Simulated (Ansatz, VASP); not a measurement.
# One calculation of Rh, two programs

```xyz
2
Lattice="2.7310 0.0000 0.0000 -1.3655 2.3651 0.0000 0.0000 0.0000 4.4285" Properties=species:S:1:pos:R:3 pbc="T T T"
Rh    0.0000    1.5767    1.1071
Rh    1.3655    0.7884    3.3214
```

This isn't the form of Rh at room conditions, which is fcc.

Alike in both runs: task single point; functional PBE; k mesh 11 × 11 × 6; occupations fermi-dirac, width 0.05 eV; no spin polarisation.

|  | VASP | Ansatz |
| --- | --- | --- |
| version | VASP 6.6.1 | Ansatz 0.2.0 |
| potentials or method | VASP PAW PBE potentials, release 64 (Rh_pv), cutoff 520 eV | all-electron LAPW, scalar-relativistic |

VASP gave:

| Item | Value |
| --- | --- |
| gap on the k mesh at the Fermi level (eV) | none |
| pressure (GPa) | -3.3 |
| largest component of the traceless stress (GPa) | 0.84 |

Question: Estimate Ansatz's values.

Answer: gap on the k mesh at the Fermi level (eV): none; pressure (GPa): -3.5; largest component of the traceless stress (GPa): 0.86.

A gap of «none» marks a metal or a gap that the smearing closes. Ansatz ran all-electron here, so the differences hold the error of VASP's frozen core and of both bases.
